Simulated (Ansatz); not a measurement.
# Ti3Al: the cost of one run

Computed with Ansatz 0.2.0 (DFT PBEsol, scalar-relativistic, plane waves, PAW, unless a step's input says otherwise).

The COD entry's cell or inner coordinates are ideal or old and differ from later refinements, so a difference from it is no clean test against experiment.

2 further runs of the same task are left out: 2 set aside as unsound or not needed. Runs told in other sessions of the task aren't counted.

**1. The system as given**

The structure is hexagonal, space group P6_3/mmc (No. 194). The conventional cell has a = 5.688 Å, b = 5.688 Å, c = 4.608 Å, α = 90.00°, β = 90.00°, γ = 120.00°. Ti (site symmetry mm2) is surrounded by 8 Ti at 2.79 to 2.90 Å and 4 Al at 2.81 to 2.84 Å. Around Al (site symmetry -6m2) lie 12 Ti at 2.81 to 2.84 Å.

As a file:

```
Ti Al
1.0
    -2.84390   -4.92578    0.00000
     2.84390   -4.92578    0.00000
     0.00000    0.00000    9.21544
Ti Al
12 4
Direct
  0.16969 0.66062 0.12500
  0.16969 0.66062 0.62500
  0.33938 0.83031 0.37500
  0.33938 0.83031 0.87500
  0.16969 0.16969 0.12500
  0.16969 0.16969 0.62500
  0.83031 0.33938 0.37500
  0.83031 0.33938 0.87500
  0.66062 0.16969 0.12500
  0.66062 0.16969 0.62500
  0.83031 0.83031 0.37500
  0.83031 0.83031 0.87500
  0.66667 0.66667 0.12500
  0.66667 0.66667 0.62500
  0.33333 0.33333 0.37500
  0.33333 0.33333 0.87500
```

It is built from the cell relaxed beforehand with the same method (16.14 Å³/atom).

**2. Zero of energy**

The cell is repeated 2 times, 16 atoms in all. Reference values: F = -31789.5767 eV; pressure 0.01 GPa; largest force 0.008 eV/Å; gap on the mesh none (metal). It was computed beforehand with the settings of the runs below.

**3. Next: sliding across a plane**

The cut lies on the cell's a–b face, a (0 0 1) plane of area 28.02 Å², between layers 2.30 Å apart (Al, Ti below, Al, Ti above); the cell is 9.2 Å thick. Vector c is tilted by f times 1·a + 0·b (length 5.688 Å) with the atoms' Cartesian places fixed: one unrelaxed fault per cell.

**4. At f = 0.200**

input.yaml reads:

```yaml
crystal:
  lattice:
    - [-2.8438977389, -4.9257753754, 0.0]
    - [2.843897739, -4.9257753753, 0.0]
    - [-0.5687795478, -0.9851550751, 9.215444098]
  atoms:
    - { symbol: Ti, position: [0.0446888166, 0.6606223668, 0.625] }
    - { symbol: Ti, position: [0.1446888166, 0.6606223668, 0.125] }
    - { symbol: Ti, position: [0.1643776332, 0.8303111834, 0.875] }
    - { symbol: Ti, position: [0.2643776332, 0.8303111834, 0.375] }
    - { symbol: Ti, position: [0.0446888166, 0.1696888166, 0.625] }
    - { symbol: Ti, position: [0.1446888166, 0.1696888166, 0.125] }
    - { symbol: Ti, position: [0.6553111834, 0.3393776332, 0.875] }
    - { symbol: Ti, position: [0.7553111834, 0.3393776332, 0.375] }
    - { symbol: Ti, position: [0.5356223668, 0.1696888166, 0.625] }
    - { symbol: Ti, position: [0.6356223668, 0.1696888166, 0.125] }
    - { symbol: Ti, position: [0.6553111834, 0.8303111834, 0.875] }
    - { symbol: Ti, position: [0.7553111834, 0.8303111834, 0.375] }
    - { symbol: Al, position: [0.5416666667, 0.6666666667, 0.625] }
    - { symbol: Al, position: [0.6416666667, 0.6666666667, 0.125] }
    - { symbol: Al, position: [0.1583333333, 0.3333333333, 0.875] }
    - { symbol: Al, position: [0.2583333333, 0.3333333333, 0.375] }
basis:
  ecutwfc: 420
kpoints:
  mp_grid: { grid: [8, 8, 5] }
hamiltonian:
  xc: pbesol
scf:
  occupations: { method: gaussian, width: 0.15 }
output:
  forces: true
  stress: true
  eigenvalues: true
```

Run with:

```sh
> ansatz run input.yaml --threads 2 --pin off --max-ram 5120MiB --backend cpu --events-out ev --progress --plain --runs-dir out
```

**Question.** How long does this run take on 2 threads of AMD EPYC 9R45 (Zen 5), shared host, and how much memory does it need?

About 35 s, with a peak of 2.6 GiB.
